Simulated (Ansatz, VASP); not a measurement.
## Pb, level by level in two programs

```
Pb
1.0
    -2.00571    2.00571    2.00571
     2.00571   -2.00571    2.00571
     2.00571    2.00571   -2.00571
Pb
1
Direct
  0.00000 0.00000 0.00000
```

Change from the starting cell: volume scaled by 1.04.

Single points on this cell with VASP 6.6.1 and Ansatz 0.2.0. Each row is one pair of runs. Alike in all rows: spin: off; k mesh: 9 × 9 × 9; smearing: fermi-dirac, width 0.05 eV; VASP's potentials, cutoff: VASP PAW PBE potentials, release 64 (Pb_d), 520 eV.

```tsv
level	Ansatz's potentials, cutoff	gap on the k mesh at the Fermi level (eV), VASP	gap on the k mesh at the Fermi level (eV), Ansatz	pressure (GPa), VASP	pressure (GPa), Ansatz
PBE	Ansatz PAW, 420 eV	none	none	-0.8	-0.7
r2SCAN	Ansatz PAW, 500 eV	none	none	-1.9	-1.9
PBEsol	Ansatz PAW, 420 eV	none	none	-3.3	-3.2
```

Pressure (GPa): the two programs differ by at most 0.07.

A gap of «none» marks a metal or a gap that the smearing closes.

Caveats: the PAW data sets were made with another functional, which shifts forces and pressure a little (VASP); the PAW data sets come from PBE, with cores solved anew for the run's functional, which leaves a small shift of forces and pressure (Ansatz).
